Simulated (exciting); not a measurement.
Os:

```xyz
1
Lattice="0.0000 1.9450 1.9450 1.9450 0.0000 1.9450 1.9450 1.9450 0.0000" Properties=species:S:1:pos:R:3 pbc="T T T"
Os    0.0000    0.0000    0.0000
```

This isn't the form of Os at room conditions, which is hcp.

```yaml
Program: exciting (release sodium)
Task: single point
Functional: PBE
Potentials_or_basis: all-electron LAPW+lo, shipped species files, valence relativity iora*
rgkmax: 8
k_mesh: 12 × 12 × 12
Occupations: fermi-dirac, width 0.05 eV
Spin: no spin polarisation
gmaxvr_cutoff_of_density_and_potential: 14 1/bohr
lmaxapw_and_lmaxmat: 10
lmaxvr: 8
nempty: 12
Valence_relativity: iora*
epsengy: 1e-06 Ha
epspot: 1e-06 Ha
maxscl: 80
Muffin-tin_radii: Os 2.29 bohr
```

On this cell: band gap on the k mesh none (metal or under the smearing width).

The same run follows on a disturbed copy (cell strained at random at fixed volume):

```
CELL_PARAMETERS angstrom
0.03202 1.94743 1.94431
1.93066 0.01867 1.95766
1.95368 1.98379 -0.00434
ATOMIC_POSITIONS crystal
Os 0.98977 0.99974 0.99869
```

Task: What changes?

Result: The energy (extrapolated to zero smearing) moves by +15.3 meV/atom; band gap on the k mesh none (metal or under the smearing width).

Caveats: rgkmax is low for these elements, so energy differences scatter by about 1 meV per atom; the free energy is that total less TS from the occupations.
